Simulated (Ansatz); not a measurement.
Contact densities of CsH against volume

```
CELL_PARAMETERS angstrom
0.00000 3.19125 3.19125
3.19125 0.00000 3.19125
3.19125 3.19125 0.00000
ATOMIC_POSITIONS crystal
Cs 0.00000 0.00000 0.00000
H 0.50000 0.50000 0.50000
```

Atom numbers follow the list: Cs1, H2.

Conventional cell: a = 6.383 Å, b = 6.383 Å, c = 6.383 Å, α = 90.00°, β = 90.00°, γ = 90.00°. Cs (atom 1) is surrounded by 6 H at 3.19 Å. H (atom 2) is surrounded by 6 Cs at 3.19 Å.

The cell is the one relaxed in the Materials Project (mp-1057286), not relaxed further here; entries there can be hypothetical.

Spin–orbit coupling is left out, though it moves levels of the heavy atoms by tenths of an eV or more.

Level of theory: Ansatz 0.2.0, DFT, r2SCAN, all-electron PAW with datasets made for the crystal, scalar-relativistic.

Numerical set-up: a Γ-centred 7×7×7 k mesh, Fermi–Dirac smearing of 0.02 eV, cutoff 300 eV (chosen by the program for this cell), no spin polarisation.

The contact density is the mean electron density over the nuclear volume; its changes follow the s electrons' response to bonding and compression. Changes below are taken from the unscaled cell, where it is 1.89702e+06 e/Å³ at Cs1, 2.55869 e/Å³ at H2.

The datasets are made afresh for each cell, so very small changes are uncertain. Scalar relativity leaves out the p1/2 density at heavy nuclei.

Question: Tabulate the changes with volume.

Answer: 
| V/V(cell) | P (GPa) | Δρ(0) Cs1 (e/Å³) | Δρ(0) H2 (e/Å³) |
| --- | --- | --- | --- |
| 0.9405 | 0.6 | 1.28 | 0.03 |
| 1.0000 | 0.0 | 0.00 | 0.00 |
| 1.0600 | -0.5 | -1.16 | -0.03 |
